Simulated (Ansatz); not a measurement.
# In2O3: the cost of one run

Computed with Ansatz 0.2.0 (DFT, PBEsol, plane-wave PAW, default files, scalar-relativistic).

## (1) Starting point

The structure is trigonal, space group R-3c (No. 167). The conventional cell has a = 5.487 Å, b = 5.487 Å, c = 14.510 Å, α = 90.00°, β = 90.00°, γ = 120.00°. In (site symmetry 3) has 6 O at 2.12 to 2.26 Å as nearest neighbours. O (site symmetry 2) is surrounded by 4 In at 2.12 to 2.26 Å.

As a file:

```cif
data_structure
_symmetry_space_group_name_H-M 'R-3c:H'
_symmetry_Int_Tables_number 167
_cell_length_a 5.4870
_cell_length_b 5.4870
_cell_length_c 14.5100
_cell_angle_alpha 90.000
_cell_angle_beta 90.000
_cell_angle_gamma 120.000
_cell_volume 378.33
loop_
_atom_site_label
_atom_site_type_symbol
_atom_site_symmetry_multiplicity
_atom_site_Wyckoff_symbol
_atom_site_fract_x
_atom_site_fract_y
_atom_site_fract_z
_atom_site_occupancy
In1 In 12 c 0.33333 0.66667 0.02398 1
O1 O 18 e 0.29800 0.00000 0.25000 1
```

The earlier run gave: gap on the mesh 1.30 eV, largest force 0.126 eV/Å, pressure 8.4 GPa.

Like atoms gathered into sites:

| site | atoms | first shell | V_zz (10²¹ V/m²) | η | C_Q (MHz) |
| --- | --- | --- | --- | --- | --- |
| In | 1, 2, 3, 4 | 6 O at 2.12–2.26 Å | 4.85 | 0.00 | 90.5 (¹¹⁵In) |
| O | 5, 6, 7, 8, … | 4 In at 2.12–2.26 Å | -4.54 | 0.54 | 2.81 (¹⁷O) |

Conventions: |V_zz| ≥ |V_yy| ≥ |V_xx|, η = (V_xx − V_yy)/V_zz, C_Q = eQV_zz/h. Nuclear quadrupole moments: year-2017 set (Pyykkö).

## (2) Functional PBEsol at the relaxed positions

input.yaml reads:

```yaml
crystal:
  lattice:
    - [2.7435, 1.5839604635, 4.8366666667]
    - [-2.7435, 1.5839604635, 4.8366666667]
    - [0.0, -3.167920927, 4.8366666667]
  atoms:
    - { symbol: In, position: [0.357917628, 0.357917628, 0.357917628] }
    - { symbol: In, position: [0.142082372, 0.142082372, 0.142082372] }
    - { symbol: In, position: [0.642082372, 0.642082372, 0.642082372] }
    - { symbol: In, position: [0.857917628, 0.857917628, 0.857917628] }
    - { symbol: O, position: [0.5459193591, 0.9540806409, 0.25] }
    - { symbol: O, position: [0.25, 0.5459193591, 0.9540806409] }
    - { symbol: O, position: [0.9540806409, 0.25, 0.5459193591] }
    - { symbol: O, position: [0.4540806409, 0.0459193591, 0.75] }
    - { symbol: O, position: [0.75, 0.4540806409, 0.0459193591] }
    - { symbol: O, position: [0.0459193591, 0.75, 0.4540806409] }
kpoints:
  mp_grid: { grid: [7, 7, 7] }
scf:
  occupations: { method: fermi_dirac, width: 0.02 }
hamiltonian:
  xc: pbesol
  pseudopotentials: { kind: paw }
output:
  forces: true
  stress: true
  populations: true
  efg:
    quadrupole_moments_barn: { In: 0.772, O: -0.02558 }
    contact_densities: true
```

The run is started by

```
ansatz run input.yaml --threads 4 --pin off --max-ram 8192MiB --backend cpu --events-out ev --progress --plain --runs-dir out
```

Q: Estimate wall time and peak memory on 4 threads of Arm Neoverse V2, shared host.

About 6 s, with a peak of 0.67 GiB.
